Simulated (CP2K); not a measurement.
Runs of CP2K 2026.2 on TaN. The structure is hexagonal, space group P-62m (No. 189). The conventional cell has a = 5.196 Å, b = 5.196 Å, c = 2.911 Å, α = 90.00°, β = 90.00°, γ = 120.00°. Ta (site symmetry -62m) has 3 N at 2.04 Å as nearest neighbours. Ta (site symmetry -6) is surrounded by 6 N at 2.16 Å. N (site symmetry m2m) is surrounded by 5 Ta at 2.04 to 2.16 Å. 

```tsv
level	cutoff of the non-local correlation (Ry)	gap on the mesh (eV)	pressure (GPa)	largest force (eV/Å)
vdW-DF2	300	none	17.9	0.02
optB88-vdW	300	none	(a)	0.01
PW91	-	none	1.7	0.02
LDA	-	none	(b)	0.03
PBEsol	-	none	-5.2	0.05
TPSS	-	none	1.2	0.17
```

Alike in all rows: task single point; potentials or basis POTENTIAL_UZH Ta GTH-PBE-q13, N GTH-PBE-q5; DZVP-MOLOPT-PBE-GTH basis; no spin polarisation; cell as given; k mesh 6 × 6 × 9; smearing fermi-dirac 0.05 eV.

Task: Fill in the values left out.

Result: (a) 2.5; (b) -8.3.

Caveats: the potentials were made for another functional, which shifts forces and pressure; the basis of atomic orbitals isn't converged, which shifts pressures, moduli and gaps.

A k mesh can miss the band edges, and the runs leave out spin-orbit coupling on Ta.

A gap of «none» marks a metal or a gap under the smearing width.

Runs at the PBE level aren't shown here.
